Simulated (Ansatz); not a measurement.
**Elastic constants of HfB at 3 GPa (stress–strain coefficients): input and output**

These are results of DFT PBE, scalar-relativistic, plane waves, PAW (Ansatz 0.2.0), not measurements.

Launched with:
```bash
ansatz run input.yaml --threads 1 --pin off --max-ram 3072MiB --backend cpu --events-out ev --progress --plain --runs-dir out
```

Input (bare energies are in eV):
```yaml
crystal:
  lattice:
    - [0.0, 2.4042845019, 2.4042845019]
    - [2.4042845019, 0.0, 2.4042845019]
    - [2.4042845019, 2.4042845019, 0.0]
  atoms:
    - { symbol: Hf, position: [0.5, 0.5, 0.5] }
    - { symbol: B, position: [0.0, 0.0, 0.0] }
basis:
  ecutwfc: 420
kpoints:
  mp_grid: { grid: [16, 16, 16] }
hamiltonian:
  xc: pbe
scf:
  occupations: { method: fermi_dirac, width: 0.15 }
output:
  forces: true
  stress: true
  eigenvalues: true
elastic:
  mode: relaxed_ion
  amplitude: 0.005
```

From the output:
```
--- Elastic constants: 2 strain directions × 4 members + reference (group order 48) ---
  dense FFT box of the reference and of every strained cell: 24×24×24
  strains applied: 11, 23; error gains: componentwise 1.00 (the most a stress slope's error grows in a printed constant), spectral 1.73 (1 for all six strains in a standard setting)
  C = ∂σ_k/∂η_j (tension-positive GPa; Voigt order 11 22 33 23 13 12):
       412.093     63.542     63.542     -0.000      0.000      0.000
        63.542    412.093     63.542     -0.000      0.000     -0.000
        63.542     63.542    412.093     -0.000     -0.000     -0.000
        -0.000      0.000      0.000     56.619      0.000      0.000
        -0.000      0.000      0.000     -0.000     56.619     -0.000
         0.000     -0.000     -0.000     -0.000     -0.000     56.619
  reference stress σ⁰ (GPa):     -2.990     -2.990     -2.990     -0.000      0.000      0.000
  C* (energy form; C + prestress term) asymmetry max|C*_kj − C*_jk| = 2.132e-14 GPa — a small one proves nothing (zero by symmetry where the batch's group is 432, −43m or m−3m); a large one is finite-difference/SCF noise where every solve ...
  moduli (Voigt/Reuss/Hill, GPa): K = 179.73/179.73/179.73   G = 103.68/77.57/90.62   E = 232.75   ν = 0.284
  mechanically stable: yes (min eigenvalue of sym C = 56.62 GPa)
  strain η (Voigt 11):  stress-route row diagonal C_11 = 412.09 GPa, energy-path curvature d²(F+E_count+ΔE)/dδ²/Ω₀ = 412.12 GPa
    cells at ±δ against ±2δ: C11 412.18 and 412.44 GPa, apart by 0.06 % of the column's largest entry
         δ    σ_11 (GPa) F (eV) n_scf n_hpsi n_pw
    -1.000e-2      -7.3000      -15878.1377409      10  149902    549   relax 0 steps, max|allowed force component| 1.92e-29 eV/Å
    -5.000e-3      -5.0974      -15878.1431114       5  118633    556   relax 0 steps, max|allowed force component| 2.86e-29 eV/Å
     5.000e-3      -0.9756      -15878.1483254       5  118018    560   relax 0 steps, max|allowed force component| 3.75e-29 eV/Å
     1.000e-2       0.9488      -15878.1483316       9  151268    561   relax 0 steps, max|allowed force component| 2.83e-29 eV/Å
  strain η (Voigt 23):  stress-route row diagonal C_44 = 56.62 GPa, energy-path curvature d²(F+E_count+ΔE)/dδ²/Ω₀ = 58.11 GPa
    cells at ±δ against ±2δ: C44 56.60 and 56.54 GPa, apart by 0.11 % of the column's largest entry
         δ    σ_23 (GPa) F (eV) n_scf n_hpsi n_pw
    -1.000e-2      -0.5654      -15878.1461063       9  241661    556   relax 0 steps, max|allowed force component| 1.79e-28 eV/Å
    -5.000e-3      -0.2830      -15878.1464847       4  188616    560   relax 0 steps, max|allowed force component| 2.48e-29 eV/Å
     5.000e-3       0.2830      -15878.1464847       4  183697    560   relax 0 steps, max|allowed force component| 7.53e-29 eV/Å
     1.000e-2       0.5654      -15878.1461063       7  214588    556   relax 0 steps, max|allowed force component| 1.27e-28 eV/Å
```

The run took 120 s on 1 thread of Arm Neoverse V1 (shared host), peak memory 0.59 GiB.

In a metal, frequencies and elastic constants depend on the k mesh and the smearing, soft modes and shear constants most. Spin–orbit coupling is left out, which can shift energies with elements as heavy as these.